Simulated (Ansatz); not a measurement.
# KF(001) slab, 2 layers: the cell at rest, part 2 of 2

Wanted: the relaxed cell of KF(001) slab, 2 layers.

Ansatz 0.2.0; DFT LDA, scalar-relativistic, plane waves, PAW; PAW set soft_1.

So far. Step 2 (A coarse first look): The coarse mesh shows a gap of 5.35 eV.

**4. Relaxing to small forces for the phonons**

Phonons need a cell at rest on their own settings, so the relaxation is repeated with tight tolerances on forces and stress on the k mesh and occupations of the first response run.

input.yaml reads:

```yaml
crystal:
  lattice:
    - [2.5335058851, 2.5335058851, 0.0]
    - [-2.5335058851, 2.5335058851, 0.0]
    - [0.0, 0.0, 29.1500029]
  atoms:
    - { symbol: F, position: [0.5, 0.5, 0.2262735718] }
    - { symbol: F, position: [0.0, 0.0, 0.3114622237] }
    - { symbol: K, position: [0.0, 0.0, 0.2242124991] }
    - { symbol: K, position: [0.5, 0.5, 0.3135232964] }
  periodic: [true, true, false]
kpoints:
  mp_grid: { grid: [8, 8, 1] }
hamiltonian:
  xc: lda
  pseudopotentials: { kind: paw, azcp: { folder: soft_1 }, xc_functional: pbe }
scf:
  occupations: { method: fixed }
output:
  forces: true
  stress: true
  eigenvalues: true
  write_density: true
  write_potential: true
  elf: true
  volumetric_format: npy
relax:
  adjacent_minimum: "off"
  f_tol: 0.001
  max_steps: 60
  cell: { stress_2d_tol: 0.002 }
```

Command:

```bash
ansatz run input.yaml --threads 8 --pin off --max-ram 16384MiB --backend cpu --events-out ev --progress --plain --runs-dir out
```

Numbers of over 12 decimals in the logs are rounded to 6 here.

The log of the run:

```text
[...]
Crystal: 4 atoms, lattice volume = 374.207 Å³
Basis set: ecut = 420 eV, 7269 PW (Γ)
Bands: 20, of which v1, the nominal top of the filled ones, is band 16 counted from 1 (15 counted from 0)
Symmetry: 16 space group operations
[...]
k-points: 15 of 64
[...]
--- Relaxed structure (3 steps of the walk, 3 accepted, 1 SCFs on fresh bases) ---
[...]
cell:  # Å, volume = 374.0511 Å³
    - [2.532977, 2.532977, 0.0]
    - [-2.532977, 2.532977, 0.0]
    - [0.0, 0.0, 29.1500029]
  atoms:
    - { symbol: F, position: [0.5, 0.5, 0.226284] }
    - { symbol: F, position: [0, 0, 0.311452] }
    - { symbol: K, position: [0, 0, 0.224211] }
    - { symbol: K, position: [0.5, 0.5, 0.313525] }
[key lines of the parts left out:]
SCF converged after 6 iterations
Free energy (F): -4585.135405 eV
Fermi energy:    -6.336834 eV
P = ½ c Tr σ = -0.0010 N/m
```

Wall time 2.3 s (8 threads of AMD EPYC 9B45 (Zen 5), shared host); peak memory 0.81 GiB; 15 s of CPU time.

Little changed from the start: no atom moved by 0.005 Å and no cell edge by 0.1 %.

This step gave:

| Property | Result |
| --- | --- |
| area per atom | 3.208 Å² |

Electrostatic potential energy in the ac plane at fractional y = 0.000, with atoms of F and K within 0.2 Å of it. With pseudopotentials it is smooth inside the atoms' cores, unlike the true potential.

Ten even steps from '_' (-22 eV) to '@' (1 eV), each cell a mean:
```
@@@@@@@@@@@@@@@@@@@@@@@@@@@@
@@@@@@@@@@@@@@@@@@@@@@@@@@@@
@@@@@@@@@@@@@@@@@@@@@@@@@@@@
@@@@@@@@@@@@@@@@@@@@@@@@@@@@
@@@@@@@@@@@@@@@@@@@@@@@@@@@@
@@@@@@@@@@@@@@@@@@@@@@@@@@@@
@@@@@@@@@@@@@@@@@@@@@@@@@@@@
@@@@@@@@@@@@@@@@@@@@@@@@@@@@
@@@@@@@@@@@@@@@@@@@@@@@@@@@@
@@@@@@@@@@@@@@@@@@@@@@@@@@@@
@@@@@@@@@@@@@@@@@@@@@@@@@@@@
@@@@@@@@@@@@@@@@@@@@@@@@@@@@
@@@@@@@@@@@@@@@@@@@@@@@@@@@@
@@@@@@@@@@@@@@@@@@@@@@@@@@@@
@@@@@@@@@@@@@@@@@@@@@@@@@@@@
%%@@@@@@@@@@@@@@@@@@@@@@@@@@
____::@@@@@@@@@@@@@@@@##::__
**##%%%%@@@@@@@@@@@@@@%%##**
______::##%%@@@@@@%%**..____
++++**%%%%@@@@@@@@@@%%##**++
@@@@@@@@@@@@@@@@@@@@@@@@@@@@
@@@@@@@@@@@@@@@@@@@@@@@@@@@@
@@@@@@@@@@@@@@@@@@@@@@@@@@@@
@@@@@@@@@@@@@@@@@@@@@@@@@@@@
```
Columns run along a (3.6 Å; values clipped at the 3rd and 97th percentile), rows up along c (29.2 Å). Atoms in or near the plane, at fractional coordinates: F at (0.00, 0.31), K at (0.00, 0.22).

ELF in the ac plane at fractional y = 0.000, with atoms of F and K within 0.2 Å of it. It is the smooth field of the valence electrons, not physical close to the nuclei.

Ten even steps from '0' (0.00) to '9' (0.86), each cell a mean:
```
00000000000000
00000000000000
00000000000000
00000000000000
00000000000000
00000000000000
00000000000000
00000000000000
00000000000000
00000000000000
00000000000000
00000000000000
00000000000000
00000000000000
00000000000000
55431000001345
78974100015898
54421000001345
89995100016999
66531000001456
00000000000000
00000000000000
00000000000000
00000000000000
```
Columns run along a (3.6 Å), rows up along c (29.2 Å). Atoms in or near the plane, at fractional coordinates: F at (0.00, 0.31), K at (0.00, 0.22).

Valence density in the ac plane at fractional y = 0.000, with atoms of F and K within 0.2 Å of it. It is the smooth field of the valence electrons, not physical close to the nuclei.

Values in units of 1e0 e/Å³, 24 rows by 14 columns, each cell a mean:
```
0.0 0.0 0.0 0.0 0.0 0.0 0.0 0.0 0.0 0.0 0.0 0.0 0.0 0.0
0.0 0.0 0.0 0.0 0.0 0.0 0.0 0.0 0.0 0.0 0.0 0.0 0.0 0.0
0.0 0.0 0.0 0.0 0.0 0.0 0.0 0.0 0.0 0.0 0.0 0.0 0.0 0.0
0.0 0.0 0.0 0.0 0.0 0.0 0.0 0.0 0.0 0.0 0.0 0.0 0.0 0.0
0.0 0.0 0.0 0.0 0.0 0.0 0.0 0.0 0.0 0.0 0.0 0.0 0.0 0.0
0.0 0.0 0.0 0.0 0.0 0.0 0.0 0.0 0.0 0.0 0.0 0.0 0.0 0.0
0.0 0.0 0.0 0.0 0.0 0.0 0.0 0.0 0.0 0.0 0.0 0.0 0.0 0.0
0.0 0.0 0.0 0.0 0.0 0.0 0.0 0.0 0.0 0.0 0.0 0.0 0.0 0.0
0.0 0.0 0.0 0.0 0.0 0.0 0.0 0.0 0.0 0.0 0.0 0.0 0.0 0.0
0.0 0.0 0.0 0.0 0.0 0.0 0.0 0.0 0.0 0.0 0.0 0.0 0.0 0.0
0.0 0.0 0.0 0.0 0.0 0.0 0.0 0.0 0.0 0.0 0.0 0.0 0.0 0.0
0.0 0.0 0.0 0.0 0.0 0.0 0.0 0.0 0.0 0.0 0.0 0.0 0.0 0.0
0.0 0.0 0.0 0.0 0.0 0.0 0.0 0.0 0.0 0.0 0.0 0.0 0.0 0.0
0.0 0.0 0.0 0.0 0.0 0.0 0.0 0.0 0.0 0.0 0.0 0.0 0.0 0.0
0.0 0.0 0.0 0.0 0.0 0.0 0.0 0.0 0.0 0.0 0.0 0.0 0.0 0.0
0.5 0.3 0.2 0.1 0.0 0.0 0.0 0.0 0.0 0.0 0.0 0.1 0.2 0.4
8.1 5.4 2.1 0.6 0.2 0.1 0.0 0.0 0.0 0.1 0.2 0.8 2.5 6.1
0.6 0.5 0.3 0.1 0.1 0.0 0.0 0.0 0.0 0.0 0.1 0.2 0.3 0.5
3.8 3.4 2.2 0.9 0.3 0.1 0.0 0.0 0.0 0.1 0.4 1.2 2.5 3.5
0.6 0.5 0.3 0.1 0.0 0.0 0.0 0.0 0.0 0.0 0.1 0.2 0.3 0.5
0.0 0.0 0.0 0.0 0.0 0.0 0.0 0.0 0.0 0.0 0.0 0.0 0.0 0.0
0.0 0.0 0.0 0.0 0.0 0.0 0.0 0.0 0.0 0.0 0.0 0.0 0.0 0.0
0.0 0.0 0.0 0.0 0.0 0.0 0.0 0.0 0.0 0.0 0.0 0.0 0.0 0.0
0.0 0.0 0.0 0.0 0.0 0.0 0.0 0.0 0.0 0.0 0.0 0.0 0.0 0.0
```
Columns run along a (3.6 Å), rows up along c (29.2 Å). Atoms in or near the plane, at fractional coordinates: F at (0.00, 0.31), K at (0.00, 0.22).

The largest force component left is 0.36 meV/Å, within the tolerances set.

**5. What came out**

```json
{
 "space group after relaxation (within 0.01 Å)": "P4/nmm",
 "lattice constant a": "3.582 Å",
 "lattice constant b": "3.582 Å",
 "area per atom": "3.21 Å²",
 "gap on the k-mesh": "5.48 eV"
}
```

The largest force component left is 0.36 meV/Å, within the tolerances set. The relaxation keeps the symmetry of its start, so it says nothing on stability against lower symmetry. The PAW files were made for PBE and serve the other functionals too. The starting cell was built on a prototype and not taken from a measurement.

[Logs are printed without paths, hosts, clocks, repeated set-up lines and the standing remarks that a program may print on its own settings, such as how far it seeks lower states.]

[Hosts, paths, dates, database ids (printed as entryN), source tags and the programs' standing remarks are cut or masked in the printed files.]
